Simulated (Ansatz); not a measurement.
# Gd: the cost of one run

Method: DFT PBE, with the methods named in each step, in Ansatz 0.2.0.

## (1) The system as given

It takes space group Im-3m (No. 229, cubic). Conventional cell: a = 4.050 Å, b = 4.050 Å, c = 4.050 Å, α = 90.00°, β = 90.00°, γ = 90.00°. Around Gd (site symmetry m-3m) lie 8 Gd at 3.51 Å.

Structure file:

```
Gd
1.0
    -2.02500    2.02500    2.02500
     2.02500   -2.02500    2.02500
     2.02500    2.02500   -2.02500
Gd
1
Direct
  0.00000 0.00000 0.00000
```

Elk's input and logs are in atomic units (hartree, bohr).

## (2) Collinear moments without spin-orbit coupling, PAW

input.yaml reads:

```yaml
crystal:
  lattice:
    - [-2.025, 2.025, 2.025]
    - [2.025, -2.025, 2.025]
    - [2.025, 2.025, -2.025]
  atoms:
    - { symbol: Gd, position: [0.0, 0.0, 0.0], spin: 7.0 }
magnetization:
  spin_polarized: true
kpoints:
  mp_grid: { grid: [10, 10, 10] }
scf:
  occupations: { method: fermi_dirac, width: 0.1 }
hamiltonian:
  xc: pbe
  pseudopotentials: { kind: paw }
output:
  forces: true
  stress: true
  eigenvalues: true
```

Command:

```console
> ansatz run input.yaml --threads 2 --pin off --max-ram 4096MiB --backend cpu --events-out ev --progress --plain --runs-dir out
```

**Question.** How long does this run take on 2 threads of Arm Neoverse V2, shared host, and how much memory does it need?

About 3.3 s, with a peak of 0.34 GiB.
